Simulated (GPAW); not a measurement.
# HgSe (F-43m) in GPAW: convergence with plane-wave cutoff (eV)

Aim: find how far plane-wave cutoff (eV) must go before the results for HgSe settle, at LDA. This setting moves, with any that are tied to it; all else stays.

Everything below comes from runs of GPAW 26.7.0. Logs are shortened: lines on timing, memory, paths and dates and some standing lists are left out, and cuts for length are marked. The log counts tension as positive stress, the text compression.

**1. Starting point**

It takes space group F-43m (No. 216, cubic). The conventional cell has a = 6.078 Å, b = 6.078 Å, c = 6.078 Å, α = 90.00°, β = 90.00°, γ = 90.00°. Hg (site symmetry -43m) has 4 Se at 2.63 Å as nearest neighbours. Se (site symmetry -43m) has 4 Hg at 2.63 Å as nearest neighbours.

**2. With plane-wave cutoff (eV) 200**

The input, run.py:

```python
from ase.dft.bandgap import bandgap
from ase.io import read, write
from ase.units import GPa
from gpaw import GPAW, PW

atoms = read('POSCAR')

calc = GPAW(mode=PW(200),
            xc='LDA',
            kpts={'size': (8, 8, 8), 'gamma': True},
            occupations={'name': 'fermi-dirac', 'width': 0.05},
            nbands=18,
            convergence={'density': 1e-05, 'energy': 1e-05},
            maxiter=100,
            txt='gpaw.txt')
atoms.calc = calc
energy = atoms.get_potential_energy()
forces = atoms.get_forces()
stress = atoms.get_stress()
calc.write('gs.gpw')
write('result.traj', atoms)
print(f'Energy: {energy:.6f} eV')
print('Forces (eV/A):')
print(forces.round(4))
print('Stress (GPa):', (stress / GPa).round(3))
print('Fermi level:', round(calc.get_fermi_level(), 4), 'eV')
print(f'Gap: {bandgap(calc)[0]:.4f} eV, direct: {bandgap(calc, direct=True)[0]:.4f} eV')
```

The input, POSCAR:

```
HgSe
1.0
    0.0000000000      3.0390000000      3.0390000000
    3.0390000000      0.0000000000      3.0390000000
    3.0390000000      3.0390000000      0.0000000000
Hg Se
1 1
Direct
    0.0000000000      0.0000000000      0.0000000000
    0.7500000000      0.7500000000      0.7500000000
```

Potentials or basis: the program's PAW data sets (release 1.2.1) made for this functional, pw.

Launch:

```console
OMP_NUM_THREADS=1 python run.py
```

gpaw.txt:

```text
__  _  _
 | _ |_)|_||  |
 |__||  | ||/\| - 26.7.0

Input parameters:
  mode=PW(ecut=200.0),
  convergence={'density': 1e-05, 'energy': 1e-05},
  kpts=MonkhorstPack(size=(8, 8, 8), gamma=True),
  maxiter=100,
  nbands=18,
  occupations=Occupations(name='fermi-dirac', width=0.05),
  xc=XC(name='LDA')

Diagonalizing LCAO Hamiltonian
Converting LCAO to pw mode

                     Se

       Hg

Atoms  # Å, Bohr magnetons
|   | symbol |        x |        y |        z |    initial magnetic moments |
|---|--------|----------|----------|----------|-----------------------------|
| 0 |     Hg | 0.000000 | 0.000000 | 0.000000 | ( 0.0000,  0.0000,  0.0000) |
| 1 |     Se | 4.558500 | 4.558500 | 4.558500 | ( 0.0000,  0.0000,  0.0000) |

Unit cell  # Å
| periodic |        x |        y |        z |  lengths |    angles |
|----------|----------|----------|----------|----------|-----------|
|      yes | 0.000000 | 3.039000 | 3.039000 | 4.297795 | 60.000000 |
|      yes | 3.039000 | 0.000000 | 3.039000 | 4.297795 | 60.000000 |
|      yes | 3.039000 | 3.039000 | 0.000000 | 4.297795 | 60.000000 |

Number of symmetries: 24
Symmetry operations  # r_c * U_cc + t_c -> r_c
|    | kind |            matrix            |
|----|------|------------------------------|
|  0 |  E   |  1, 0, 0,  0, 1, 0,  0, 0, 1 |
|  1 |  σ   |  1, 0, 0,  0, 0, 1,  0, 1, 0 |
|  2 |  σ   |  1, 0,-1,  0, 1,-1,  0, 0,-1 |
|  3 |  C3  |  1, 0,-1,  0, 0,-1,  0, 1,-1 |
|  4 |  C3  |  1,-1, 0,  0,-1, 1,  0,-1, 0 |
|  5 |  σ   |  1,-1, 0,  0,-1, 0,  0,-1, 1 |
|  6 |  σ   |  0, 1, 0,  1, 0, 0,  0, 0, 1 |
|  7 |  C3  |  0, 1, 0,  0, 0, 1,  1, 0, 0 |
|  8 |  C2  |  0, 1,-1,  1, 0,-1,  0, 0,-1 |
|  9 |  S4  |  0, 1,-1,  0, 0,-1,  1, 0,-1 |
| 10 |  C3  |  0, 0, 1,  1, 0, 0,  0, 1, 0 |
| 11 |  σ   |  0, 0, 1,  0, 1, 0,  1, 0, 0 |
| 12 |  S4  |  0, 0,-1,  1, 0,-1,  0, 1,-1 |
| 13 |  C3  |  0, 0,-1,  0, 1,-1,  1, 0,-1 |
| 14 |  S4  |  0,-1, 1,  1,-1, 0,  0,-1, 0 |
| 15 |  C2  |  0,-1, 1,  0,-1, 0,  1,-1, 0 |
| 16 |  C3  |  0,-1, 0,  1,-1, 0,  0,-1, 1 |
| 17 |  S4  |  0,-1, 0,  0,-1, 1,  1,-1, 0 |
| 18 |  S4  | -1, 1, 0, -1, 0, 1, -1, 0, 0 |
| 19 |  C3  | -1, 1, 0, -1, 0, 0, -1, 0, 1 |
| 20 |  C3  | -1, 0, 1, -1, 1, 0, -1, 0, 0 |
| 21 |  S4  | -1, 0, 1, -1, 0, 0, -1, 1, 0 |
| 22 |  σ   | -1, 0, 0, -1, 1, 0, -1, 0, 1 |
| 23 |  C2  | -1, 0, 0, -1, 0, 1, -1, 1, 0 |

BZ-sampling:
  Number of BZ points: 512
  Number of IBZ points: 29

  Monkhorst-Pack size: [8, 8, 8]
  Monkhorst-Pack shift: [0.0625, 0.0625, 0.0625]

K-points  # in reciprocal-cell coordinates
|     |                                coordinates |     weight |
|-----|--------------------------------------------|------------|
|   0 | (  0.00000000,   0.00000000,   0.00000000) | 0.00195312 |
|   1 | (  0.12500000,   0.12500000,   0.00000000) | 0.01171875 |
|   2 | (  0.12500000,   0.12500000,   0.12500000) | 0.01562500 |
|   3 | (  0.25000000,   0.12500000,   0.12500000) | 0.02343750 |
|   4 | (  0.25000000,   0.25000000,   0.00000000) | 0.01171875 |
|   5 | (  0.25000000,   0.25000000,   0.12500000) | 0.04687500 |
|   6 | (  0.25000000,   0.25000000,   0.25000000) | 0.01562500 |
|   7 | (  0.37500000,   0.25000000,  -0.37500000) | 0.04687500 |
|   8 | (  0.37500000,   0.25000000,   0.12500000) | 0.04687500 |
|   9 | (  0.37500000,   0.25000000,   0.25000000) | 0.04687500 |
| ... |                                            |            |
|  28 | (  0.50000000,   0.50000000,   0.50000000) | 0.00781250 |

Plane wave coefficients: 370
Cutoff: 200.0 eV

Spin-components: 1 (collinear spins)
Bands:           18
Projectors:      11
Spin-degeneracy: 2
Datatype:        complex128

Parallelization:
  kpt:    1
  domain: 1
  band:   1

Density:
  Valence electrons: 24.0
  Components: 1
  Grid points: [15 15 15]
  Charge: 0.0  # |e|

Potential:
  Grid points: [15 15 15]

species:
  Hg:
    name:    Mercury
    Z:       80.0
    valence: 18
    core:    62
    charge:  0.0  # [|e|]
    compensation charges:
      type: gauss
      rc: 0.41  # [Å]
      lmax: 2
    cutoffs:
      filter: 2.17  # [Å]
      core: 2.06  # [Å]
    projectors
    | kind |    occ | energy [eV] | rcut [Å] |
    |------|--------|-------------|----------|
    |   6s |  2.000 |      -7.094 |    1.307 |
    |   5p |  6.000 |     -66.817 |    1.291 |
    |   6p |  0.000 |      -1.195 |    1.291 |
    |   5d | 10.000 |     -10.099 |    1.302 |
    |    s |        |      20.118 |    1.307 |
    |    d |        |      17.112 |    1.302 |

    Using partial waves for Hg as LCAO basis

  Se:
    name:    Selenium
    Z:       34.0
    valence: 6
    core:    28
    charge:  0.0  # [|e|]
    compensation charges:
      type: gauss
      rc: 0.27  # [Å]
      lmax: 2
    cutoffs:
      filter: 1.77  # [Å]
      core: 2.67  # [Å]
    projectors
    | kind |    occ | energy [eV] | rcut [Å] |
    |------|--------|-------------|----------|
    |   4s |  2.000 |     -17.472 |    0.847 |
    |   4p |  4.000 |      -6.656 |    1.005 |
    |    s |        |       9.739 |    0.847 |
    |    p |        |      20.555 |    1.005 |
    |    d |        |       0.000 |    0.847 |

    Using partial waves for Se as LCAO basis

Reference energy: -598882.134720  # eV

eigensolver:
  PPCG
  Converge bands: occupied
  niter=2

density mixing:
  MSR1-Mixer
  Pratt-step length: 0.05
  Maximum mixing coefficient: 0.75
  Old densities: 10
  SVD Regularization: 0.005
  Good broyden scale: 1.0
  Trust region scale: 1.0
  Backstep threshold: 4.0
  History deletion threshold: 6.0
  Fourier metric: weight=20.0, sigma=0.015

occupation numbers:
  Fermi-Dirac:
    width: 0.0500  # eV

poisson solver:
  ecut: 1600.0  # eV

xc functional:
  name: None

convergence criteria:
[... 6 lines left out ...]
|iter     | |      energy | eigst |  dens |
|---------|-|-------------|-------|-------|
|iter:   1| |   -4.499268 | -0.82 |       |
|iter:   2| |   -4.425403 | -2.62 | -1.39 |
|iter:   3| |   -4.181134 | -2.20 | -1.44 |
|iter:   4| |   -4.175842 | -3.99 | -1.96 |
|iter:   5| |   -4.174629 | -4.63 | -2.35 |
|iter:   6| |   -4.174632 | -5.93 | -3.42 |
|iter:   7| |   -4.174633c| -7.07 | -3.87 |
|iter:   8| |   -4.174633c| -7.68c| -4.93 |
|iter:   9| |   -4.174633c| -8.24c| -5.45c|

Converged in 9 steps
Energy contributions relative to reference atoms: (reference = -598882.134720)

Energy contributions:
  Kinetic:           1.708000
  Coulomb:          -0.975215
  Zero:              1.617540
  External:          0.000000
  Xc:               -6.524662
  Entropy:          -0.000591
  Spinorbit:         0.000000
  ----------------------------
  Free energy:      -4.174928
  Extrapolated:     -4.174633

dipole moment: (-17.980084, -17.980084, -17.980084)  # |e|*Ang

Fermi level: 4.237
Eigenvalues  # (at kpt = [0.000, 0.000, 0.000])
| band index |      eig [eV] | occ [0-2] |
|------------|---------------|-----------|
|          0 |       -58.935 |     2.000 |
|        ... |               |           |
|          5 |        -2.952 |     2.000 |
|          6 |        -2.952 |     2.000 |
|          7 |        -2.190 |     2.000 |
|          8 |        -2.190 |     2.000 |
|          9 |         2.995 |     2.000 |
|         10 |         4.183 |     1.488 |
|         11 |         4.183 |     1.488 |
|         12 |         4.183 |     1.488 |
|         13 |         9.535 |     0.000 |
|         14 |         9.535 |     0.000 |
|         15 |         9.535 |     0.000 |
|         16 |        12.354 |     0.000 |
|         17 |        15.559 |     0.000 |

No gap
No difference between direct/indirect transitions

Forces  # eV/Ang
|        x |        y |       z |
|----------|----------|---------|
| -0.00000 | -0.00000 | 0.00000 |  # Hg   0
| -0.00000 | -0.00000 | 0.00000 |  # Se   1

Stress tensor  # eV/Ang^3
|         x |         y |         z |
|-----------|-----------|-----------|
|  0.023879 |  0.000000 | -0.000000 |
|  0.000000 |  0.023879 | -0.000000 |
| -0.000000 | -0.000000 |  0.023879 |

# Writing to gs.gpw (mode='')
```

Wall time 5.5 s (1 thread of Arm Neoverse V1, shared host); peak memory 0.12 GiB.

What came out:

- Free energy: -4.1749 eV
- Pressure: -3.8 GPa
- Band gap on the k mesh: none (metal or under the smearing width)

**3. With plane-wave cutoff (eV) 250**

Edit run.py of step 2 so:

```diff
@@ -7,3 +7,3 @@
 
-calc = GPAW(mode=PW(200),
+calc = GPAW(mode=PW(250),
             xc='LDA',
```

POSCAR is that of step 2.

Potentials or basis: the program's PAW data sets (release 1.2.1) made for this functional, pw.

Launch:

```console
OMP_NUM_THREADS=1 python run.py
```

Run time: 5.7 s. Hardware: 1 thread of Arm Neoverse V1, shared host; peak memory 0.13 GiB.

What came out:

```
Free energy            : -4.8680 eV
Pressure               : -8.3 GPa
Band gap on the k mesh : none (metal or under the smearing width)
```

**4. With plane-wave cutoff (eV) 300**

Edit run.py of step 3 so:

```diff
@@ -7,3 +7,3 @@
 
-calc = GPAW(mode=PW(250),
+calc = GPAW(mode=PW(300),
             xc='LDA',
```

POSCAR is that of step 3.

Launch:

```console
OMP_NUM_THREADS=1 python run.py
```

Run time: 9.2 s. Hardware: 1 thread of Arm Neoverse V1, shared host; peak memory 0.13 GiB.

What came out:

| Property | Result |
| --- | --- |
| Free energy | -5.6365 eV |
| Pressure | -7.3 GPa |
| Band gap on the k mesh | none (metal or under the smearing width) |

**5. With plane-wave cutoff (eV) 350**

Edit run.py of step 4 so:

```diff
@@ -7,3 +7,3 @@
 
-calc = GPAW(mode=PW(300),
+calc = GPAW(mode=PW(350),
             xc='LDA',
```

POSCAR is that of step 4.

Launch:

```console
OMP_NUM_THREADS=1 python run.py
```

Wall time 8.3 s (1 thread of Arm Neoverse V1, shared host); peak memory 0.14 GiB.

What came out:

- Free energy: -6.0708 eV
- Pressure: -3.7 GPa
- Band gap on the k mesh: none (metal or under the smearing width)

**6. With plane-wave cutoff (eV) 400**

Edit run.py of step 5 so:

```diff
@@ -7,3 +7,3 @@
 
-calc = GPAW(mode=PW(350),
+calc = GPAW(mode=PW(400),
             xc='LDA',
```

POSCAR is that of step 5.

Potentials or basis: the program's PAW data sets (release 1.2.1) made for this functional, pw.

Launch:

```console
OMP_NUM_THREADS=1 python run.py
```

Wall time 9.2 s (1 thread of Arm Neoverse V1, shared host); peak memory 0.14 GiB.

What came out:

| Property | Result |
| --- | --- |
| Free energy | -6.2357 eV |
| Pressure | -1.4 GPa |
| Band gap on the k mesh | none (metal or under the smearing width) |

**7. With plane-wave cutoff (eV) 500**

Edit run.py of step 6 so:

```diff
@@ -7,3 +7,3 @@
 
-calc = GPAW(mode=PW(400),
+calc = GPAW(mode=PW(500),
             xc='LDA',
```

POSCAR is that of step 6.

Launch:

```console
OMP_NUM_THREADS=1 python run.py
```

It took 16 s on 1 thread of Arm Neoverse V1, shared host; peak memory 0.15 GiB.

Results (log left out):

- Free energy: -6.2972 eV
- Pressure: -0.2 GPa
- Band gap on the k mesh: none (metal or under the smearing width)

**8. With plane-wave cutoff (eV) 600**

Edit run.py of step 7 so:

```diff
@@ -7,3 +7,3 @@
 
-calc = GPAW(mode=PW(500),
+calc = GPAW(mode=PW(600),
             xc='LDA',
```

POSCAR is that of step 7.

Launch:

```console
OMP_NUM_THREADS=1 python run.py
```

Wall time 16 s (1 thread of Arm Neoverse V1, shared host); peak memory 0.16 GiB.

It converged, with:

- Free energy: -6.3030 eV
- Pressure: -0.1 GPa
- Band gap on the k mesh: none (metal or under the smearing width)

**9. With plane-wave cutoff (eV) 800**

Edit run.py of step 8 so:

```diff
@@ -7,3 +7,3 @@
 
-calc = GPAW(mode=PW(600),
+calc = GPAW(mode=PW(800),
             xc='LDA',
```

POSCAR is that of step 8.

Potentials or basis: the program's PAW data sets (release 1.2.1) made for this functional, pw.

Launch:

```console
OMP_NUM_THREADS=1 python run.py
```

Run time: 31 s. Hardware: 1 thread of Arm Neoverse V1, shared host; peak memory 0.19 GiB.

Results (log left out):

```yaml
Free_energy: -6.3068 eV
Pressure: -0.1 GPa
Band_gap_on_the_k_mesh: none (metal or under the smearing width)
```

**10. With plane-wave cutoff (eV) 1000**

Edit run.py of step 9 so:

```diff
@@ -7,3 +7,3 @@
 
-calc = GPAW(mode=PW(800),
+calc = GPAW(mode=PW(1000),
             xc='LDA',
```

POSCAR is that of step 9.

Launch:

```console
OMP_NUM_THREADS=1 python run.py
```

Wall time 28 s (1 thread of Arm Neoverse V1, shared host); peak memory 0.22 GiB.

The run converged. Its results:

```
Free energy            : -6.3074 eV
Pressure               : -0.1 GPa
Band gap on the k mesh : none (metal or under the smearing width)
```

**11. Result**

| plane-wave cutoff (eV) | energy less the tightest run, at zero smearing (meV/atom) | pressure (GPa) | SCF cycles | CPU time (s) | peak memory (GiB) |
| --- | --- | --- | --- | --- | --- |
| 200 | 1066.23 | -3.83 | 9 | 5.5 | 0.12 |
| 250 | 719.68 | -8.29 | 9 | 5.7 | 0.13 |
| 300 | 335.44 | -7.33 | 9 | 9.2 | 0.13 |
| 350 | 118.31 | -3.71 | 9 | 8.3 | 0.14 |
| 400 | 35.84 | -1.39 | 9 | 9.2 | 0.14 |
| 500 | 5.11 | -0.18 | 9 | 16 | 0.15 |
| 600 | 2.20 | -0.10 | 9 | 16 | 0.16 |
| 800 | 0.31 | -0.07 | 9 | 31 | 0.19 |
| 1000 | 0.00 | -0.06 | 9 | 28 | 0.22 |

Against the tightest run, the energy stays within 1 meV/atom from 800 on; the pressure stays within 0.1 GPa from 600 on. The tightest run that finished is the yardstick and may itself not be fully converged.
